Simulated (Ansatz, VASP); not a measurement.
## One calculation of Mo, two programs

Contents of INCAR:

```
PREC     = Accurate       # precision mode
ENCUT    = 520            # plane-wave cutoff, eV
EDIFF    = 1E-6           # SCF threshold, eV
ISMEAR   = 0              # smearing method
SIGMA    = 0.05           # smearing width, eV
LREAL    = False          # projectors in reciprocal space
LASPH    = True           # aspherical terms in the spheres
NELM     = 80             # most SCF steps
ALGO     = Fast           # electronic algorithm
ISIF     = 2              # what is computed and relaxed
LWAVE    = False          # write WAVECAR
LCHARG   = True           # write CHGCAR
GGA      = PE             # functional
LELF     = True           # ELF
LVHAR    = True         
NBANDS   = 13             # bands
```

Contents of KPOINTS:

```
Automatic mesh
0
Gamma
  8 8 8
```

Contents of POSCAR:

```
Mo
1.0
   -1.5816278571      1.5816278571      1.5816278571
    1.5816278571     -1.5816278571      1.5816278571
    1.5816278571      1.5816278571     -1.5816278571
Mo
1
Direct
    0.0000000000      0.0000000000      0.0000000000
```

Input for Ansatz:

```yaml
crystal:
  lattice:
    - [-1.5816278571, 1.5816278571, 1.5816278571]
    - [1.5816278571, -1.5816278571, 1.5816278571]
    - [1.5816278571, 1.5816278571, -1.5816278571]
  atoms:
    - { symbol: Mo, position: [0.0, 0.0, 0.0] }
basis:
  ecutwfc: 600
  ecutrho_ratio: 5
kpoints:
  mp_grid: { grid: [8, 8, 8] }
hamiltonian:
  xc: pbe
scf:
  occupations: { method: gaussian, width: 0.05 }
output:
  forces: true
  stress: true
  eigenvalues: true
```

Alike in both runs: task single point; functional PBE; k mesh 8 × 8 × 8; occupations gaussian, width 0.05 eV; no spin polarisation.

```csv
,VASP,Ansatz
version,VASP 6.6.1,Ansatz 0.2.0
potentials or method,"VASP PAW PBE potentials, release 64 (Mo_sv)","scalar-relativistic, plane waves, PAW"
plane-wave cutoff (eV),520,600
valence electrons in the cell,14,14
```

```csv
,VASP,Ansatz,Ansatz less VASP
gap on the k mesh at the Fermi level (eV),none,none,-
pressure (GPa),0.6,0.0,-0.59
```

A gap of «none» marks a metal or a gap that the smearing closes. The functional is the same, so the differences come from potentials, cutoffs and numerics.
